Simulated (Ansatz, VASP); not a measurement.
# Sb: VASP beside Ansatz

File INCAR:

```
PREC = Accurate
ENCUT = 520
EDIFF = 1E-6
ISMEAR = -1
SIGMA = 0.05
LREAL = False
LASPH = True
NELM = 60
ALGO = Normal
ISIF = 2
LWAVE = False
LCHARG = False
GGA = CA
NBANDS = 8
```

File KPOINTS:

```
Automatic mesh
0
Gamma
  8 8 8
```

File POSCAR:

```
Sb
1.0
    3.2015837161      0.0000000000      0.0000000000
    0.0000000000      3.2015837161      0.0000000000
    0.0000000000      0.0000000000      3.2015837161
Sb
1
Direct
    0.0000000000      0.0000000000      0.0000000000
```

input.yaml

```yaml
crystal:
  lattice:
    - [3.2015837161, 0.0, 0.0]
    - [0.0, 3.2015837161, 0.0]
    - [0.0, 0.0, 3.2015837161]
  atoms:
    - { symbol: Sb, position: [0.0, 0.0, 0.0] }
kpoints:
  mp_grid: { grid: [8, 8, 8] }
scf:
  occupations: { method: fermi_dirac, width: 0.05 }
hamiltonian:
  xc: lda
  pseudopotentials: { kind: all_electron, lapw: { basis_error: 0.001 } }
output:
  forces: true
  stress: true
  eigenvalues: true
```

Change from the starting cell: volume scaled by 1.04.

Alike in both runs: task single point; functional LDA; k mesh 8 × 8 × 8; occupations fermi-dirac, width 0.05 eV; no spin polarisation.

|  | VASP | Ansatz |
| --- | --- | --- |
| version | VASP 6.6.1 | Ansatz 0.2.0 |
| potentials or method | VASP PAW LDA potentials, release 64 (Sb) | all-electron LAPW, scalar-relativistic |
| plane-wave cutoff (eV) | 520 | see its input |

```csv
,VASP,Ansatz,Ansatz less VASP
gap on the k mesh at the Fermi level (eV),none,none,-
pressure (GPa),-7.0,-7.1,-0.03
```

A gap of «none» marks a metal or a gap that the smearing closes. Ansatz ran all-electron here, so the differences hold the error of VASP's frozen core and of both bases.

Spin-orbit coupling is left out, which matters for the levels of Sb.
